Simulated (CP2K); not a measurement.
Crystal: Nb.

```xyz
1
Lattice="2.8820 0.0000 0.0000 -0.9607 2.7172 0.0000 -0.9607 -1.3586 2.3532" Properties=species:S:1:pos:R:3 pbc="T T T"
Nb    0.0000    0.0000    0.0000
```

Base run:

* Program: CP2K 2026.2
* Functional: optB88-vdW
* Potentials or basis: POTENTIAL_UZH Nb GTH-PBE-q13; TZVP-MOLOPT-PBE-GTH basis
* Density cutoff: 9184 eV
* k mesh: 11 × 11 × 11
* Occupations: fermi-dirac, width 0.05 eV
* Spin: no spin polarisation

Its results: band gap on the k mesh none (metal or under the smearing width); pressure -1.7 GPa.

After a change of settings the same cell gave: band gap on the k mesh none (metal or under the smearing width); pressure -38.1 GPa. Which change was it?
A. functional from optB88-vdW to HLE16
B. functional from optB88-vdW to r2SCAN
C. functional from optB88-vdW to PBEsol
D. functional from optB88-vdW to vdW-DF2

A.

Caveats: the potentials were made for another functional, which shifts forces and pressure; the basis of atomic orbitals isn't converged, which shifts pressures, moduli and gaps; the potentials were made for a functional far from this one (some runs); the cell as given lies far from equilibrium (some runs).

Runs at the PBE level aren't shown here.
